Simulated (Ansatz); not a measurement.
Start of a relaxation of Si5Ge:

```xyz
6
Lattice="4.9383 0.0000 0.0000 -2.4692 4.2767 0.0000 0.0000 0.0000 4.5107" Properties=species:S:1:pos:R:3 pbc="T T T"
Si    0.8231    1.4256    0.0000
Si   -1.6461    2.8511    0.0000
Si    3.2922    0.0000    0.0000
Si    2.4692    1.4256    2.2553
Si    0.0000    2.8511    2.2553
Ge    0.0000    0.0000    2.2553
```

Theory: DFT PBE, scalar-relativistic, plane waves, PAW in Ansatz 0.2.0. Cutoff 420 eV, Gaussian smearing, Γ-centred meshes. Cell and atoms relax on a converged mesh. In metals the finer mesh still leaves noise of several meV/atom or more. The steps can't lower the symmetry of their start. No spin polarisation.

A guess keeps its type if space group and coordination stay and the shape of the cell changes little (axis ratios within about 15 %, angles within 6°); the volume may change.

Question: Does it keep its structure type, or change into something else?

Answer: It keeps its type. The symmetry stays P-62m (No. 189). The volume per atom shrinks by 2.8 %, from 15.9 to 15.4 Å³. The shortest distance goes from 2.79 Å (Si–Ge and Si–Si) to 2.71 Å (Si–Si). The ratio c/a of the conventional cell changes by a factor of 0.99. Counting neighbours within 15 % of an atom's shortest distance, the start has Ge 12, Si 12 and the end Ge 12, Si 12.

The last run used a 12×12×10 mesh (in the run's order of axes) for its 6-atom cell and Gaussian smearing of 0.10 eV. Symmetry constrained the relaxation, so the result can be a saddle point. Another cell of Si5Ge relaxed alike, in P4/mmm, lies 43 meV/atom lower, so this cell isn't the stable form at this level.
